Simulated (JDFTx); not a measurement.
# BeTe (F-43m) in JDFTx: notebook, part 2 of 2

JDFTx 1.7.0 (patched build).

**4. Single point, PBEsol**

Contents of BeTe.in:

```
lattice \
    0.0000000000     5.2345413652     5.2345413652 \
    5.2345413652     0.0000000000     5.2345413652 \
    5.2345413652     5.2345413652     0.0000000000
coords-type Lattice
ion Te     0.7500000000     0.7500000000     0.7500000000 1
ion Be     0.0000000000     0.0000000000     0.0000000000 1

ion-species pseudo/Te.upf
ion-species pseudo/Be.upf
elec-cutoff 44 352
elec-ex-corr gga-PBEsol
kpoint-folding 8 8 8
elec-smearing Fermi 0.0018374661
elec-n-bands 16
electronic-SCF nIterations 100 energyDiffThreshold 1e-09
electronic-minimize nIterations 30 energyDiffThreshold 1e-7
converge-empty-states yes
forces-output-coords Cartesian

dump-name run.$VAR
dump End Ecomponents EigStats BandEigs Kpoints Forces Stress ElecDensity
```

Potentials or basis: PseudoDojo-SR-PBEsol-0.4.1-standard with smoothed tails.

The run is started by

```bash
$ jdftx -c 1 -i BeTe.in -o BeTe.out
```

Log:

```text
*************** JDFTx 1.7.0 (patched build) ***************

Input parsed successfully to the following command list (including defaults):
[... the input with its defaults ...]

---------- Setting up symmetries ----------

Found 48 point-group symmetries of the bravais lattice
Found 24 space-group symmetries with basis
Applied RMS atom displacement 0 bohrs to make symmetries exact.

---------- Initializing the Grid ----------
R =
[            0      5.23454      5.23454  ]
[      5.23454            0      5.23454  ]
[      5.23454      5.23454            0  ]
unit cell volume = 286.857
G =
[  -0.600166   0.600166   0.600166  ]
[   0.600166  -0.600166   0.600166  ]
[   0.600166   0.600166  -0.600166  ]
Minimum fftbox size, Smin = [  64  64  64  ]
Chosen fftbox size, S = [  64  64  64  ]

---------- Initializing tighter grid for wavefunction operations ----------
R =
[            0      5.23454      5.23454  ]
[      5.23454            0      5.23454  ]
[      5.23454      5.23454            0  ]
unit cell volume = 286.857
G =
[... 97 lines left out ...]
# Stress tensor in Cartesian coordinates [Eh/a0^3]:
[ -8.19115e-05            0            0  ]
[            0 -8.19115e-05            0  ]
[            0            0 -8.19115e-05  ]

# Ionic positions in lattice coordinates:
ion Te   0.750000000000000   0.750000000000000   0.750000000000000 1
ion Be   0.000000000000000   0.000000000000000   0.000000000000000 1

# Forces in Cartesian coordinates:
force Te   0.000000000000000  -0.000000000000000   0.000000000000000 1
force Be   0.000000000000000   0.000000000000000  -0.000000000000000 1

# Energy components:
   Eewald =      -64.4626813580909044
       EH =       29.4355324595425678
     Eloc =      -82.5781292963718840
      Enl =      -39.7226634990801344
      Exc =      -26.7741240405297738
 Exc_core =       11.3310416294208753
       KE =       65.5141758409386625
-------------------------------------
     Etot =     -107.2568482641705998
       TS =        0.0000000000207112
-------------------------------------
        F =     -107.2568482641913050

IonicMinimize: Iter:   0  F: -107.256848264191305  |grad|_K:  2.503e-36
IonicMinimize: Converged (|grad|_K<1.000000e-04).

#--- Lowdin population analysis ---
# oxidation-state Te -0.885
# oxidation-state Be +1.282

Dumping 'run.eigStats' ...
	eMin: -3.346530 at state 0 ( [ +0.000000 +0.000000 +0.000000 ] spin 0 )
	HOMO: +0.306231 at state 0 ( [ +0.000000 +0.000000 +0.000000 ] spin 0 )
	mu  : +0.338420
	LUMO: +0.370580 at state 20 ( [ +0.000000 +0.500000 +0.500000 ] spin 0 )
	eMax: +0.802700 at state 20 ( [ +0.000000 +0.500000 +0.500000 ] spin 0 )
	HOMO-LUMO gap: +0.064349
	Optical gap  : +0.132305 at state 0 ( [ +0.000000 +0.000000 +0.000000 ] spin 0 )
Done!
[note: the Lowdin charges miss the electrons that lie outside the files' atomic orbitals]
[note: mu as printed may lie anywhere between the filled and the empty levels]
```

It took 1.8 min on 1 thread of Arm Neoverse V1, shared host; peak memory 0.15 GiB.

Results:

| Property | Result |
| --- | --- |
| Free energy | -2918.6075 eV |
| Pressure | 2.4 GPa |
| Band gap on the k mesh | 1.75 eV, indirect (least direct gap 3.60 eV) |

Caveat: spin-orbit coupling is left out, which moves the levels of the heavy elements. A k mesh can miss the band edges.

**5. Single point, LDA**

Contents of BeTe.in:

```
include BeTe.lattice
coords-type Lattice
include BeTe.ionpos

ion-species pseudo/Te.upf
ion-species pseudo/Be.upf
elec-cutoff 40 320
elec-ex-corr lda-PW
kpoint-folding 4 4 4
elec-smearing Fermi 0.0018374661
elec-n-bands 16
electronic-SCF nIterations 100 energyDiffThreshold 1e-09
electronic-minimize nIterations 30 energyDiffThreshold 1e-7
converge-empty-states yes
forces-output-coords Cartesian

dump-name run.$VAR
dump End Ecomponents EigStats BandEigs Kpoints Forces Stress ElecDensity
```

Contents of BeTe.lattice:

```
lattice \
    0.0000000000     5.2345413652     5.2345413652 \
    5.2345413652     0.0000000000     5.2345413652 \
    5.2345413652     5.2345413652     0.0000000000
```

Contents of BeTe.ionpos:

```
ion Te     0.7500000000     0.7500000000     0.7500000000 1
ion Be     0.0000000000     0.0000000000     0.0000000000 1
```

Potentials or basis: SG15-PBE-1.2 with smoothed tails.

The run is started by

```bash
$ jdftx -c 1 -i BeTe.in -o BeTe.out
```

Wall time 36 s (1 thread of Arm Neoverse V1, shared host); peak memory 0.1 GiB.

It converged, with:

```
Free energy            : -2734.8490 eV
Pressure               : 0.2 GPa
Band gap on the k mesh : 1.80 eV, indirect (least direct gap 3.58 eV)
```

Levels at points of the mesh, in eV from the valence-band top:
```
           k point  band 7  band 8  band 9  band 10  band 11  band 12  band 13  band 14
(0.00, 0.00, 0.00)  -12.64    0.00    0.00     0.00     3.58     3.58     3.58     4.15
(0.00, 0.00, 0.50)  -11.17   -5.86   -1.21    -1.21     3.22     4.58     4.58     7.78
(0.00, 0.50, 0.50)  -10.64   -5.36   -2.83    -2.83     1.80     2.60    10.04    10.04
```

Caveat: the k mesh is coarse (spacing up to 0.49 Å⁻¹), so the values aren't converged; the potentials were made for another functional, which shifts forces and pressure; spin-orbit coupling is left out, which moves the levels of the heavy elements.

**6. Single point, PBEsol**

Edit BeTe.in of step 5 so:

```diff
@@ -7,3 +7,3 @@
 elec-cutoff 40 320
-elec-ex-corr lda-PW
+elec-ex-corr gga-PBEsol
 kpoint-folding 4 4 4
@@ -17,2 +17,2 @@
 dump-name run.$VAR
-dump End Ecomponents EigStats BandEigs Kpoints Forces Stress ElecDensity
+dump End Ecomponents EigStats BandEigs Kpoints Forces Stress ElecDensity KEdensity
```

BeTe.lattice is that of step 5.

BeTe.ionpos is that of step 5.

Potentials or basis: SG15-PBE-1.2 with smoothed tails.

The run is started by

```bash
$ jdftx -c 1 -i BeTe.in -o BeTe.out
```

Run time: 39 s. Hardware: 1 thread of Arm Neoverse V1, shared host; peak memory 0.1 GiB.

The run converged. Its results:

```
Free energy            : -2736.4286 eV
Pressure               : 2.5 GPa
Band gap on the k mesh : 1.76 eV, indirect (least direct gap 3.58 eV)
```

Levels at points of the mesh, in eV from the valence-band top:
| k point | band 8 | band 9 | band 10 | band 11 | band 12 | band 13 |
| --- | --- | --- | --- | --- | --- | --- |
| (0.00, 0.00, 0.00) | 0.00 | 0.00 | 0.00 | 3.58 | 3.58 | 3.58 |
| (0.00, 0.00, 0.50) | -5.89 | -1.22 | -1.22 | 3.21 | 4.57 | 4.57 |
| (0.00, 0.50, 0.50) | -5.39 | -2.84 | -2.84 | 1.76 | 2.57 | 10.12 |

Caveat: the k mesh is coarse (spacing up to 0.49 Å⁻¹), so the values aren't converged; the potentials were made for another functional, which shifts forces and pressure; spin-orbit coupling is left out, which moves the levels of the heavy elements. A hybrid or GW would open this gap; PBEsol tends to underestimate it.

**7. Overview**

| level | potentials or basis | k mesh | cutoff (eV) | smearing | mesh quality | gap on the mesh (eV) | pressure (GPa) |
| --- | --- | --- | --- | --- | --- | --- | --- |
| LDA | PseudoDojo-SR-LDA-0.4.1-standard with smoothed tails | 8 × 8 × 8 | 1197 | gaussian 0.02 eV | not flagged | 1.78 | 0.6 |
| LDA | PseudoDojo-SR-LDA-0.4.1-standard with smoothed tails | 8 × 8 × 8 | 1197 | fermi-dirac 0.05 eV | not flagged | 1.78 | 0.6 |
| PBEsol | PseudoDojo-SR-PBEsol-0.4.1-standard with smoothed tails | 8 × 8 × 8 | 1197 | fermi-dirac 0.05 eV | not flagged | 1.75 | 2.4 |
| LDA | SG15-PBE-1.2 with smoothed tails | 4 × 4 × 4 | 1088 | fermi-dirac 0.05 eV | coarse | 1.80 | 0.2 |
| PBEsol | SG15-PBE-1.2 with smoothed tails | 4 × 4 × 4 | 1088 | fermi-dirac 0.05 eV | coarse | 1.76 | 2.5 |

Alike in all rows: task single point; no spin polarisation; cell as given.

Caveats: some runs use coarse meshes; spin-orbit coupling is left out, which moves the levels of the heavy elements; the potentials were made for another functional, which shifts forces and pressure (some runs).

Absolute energies hang on the potentials; compare differences alone.
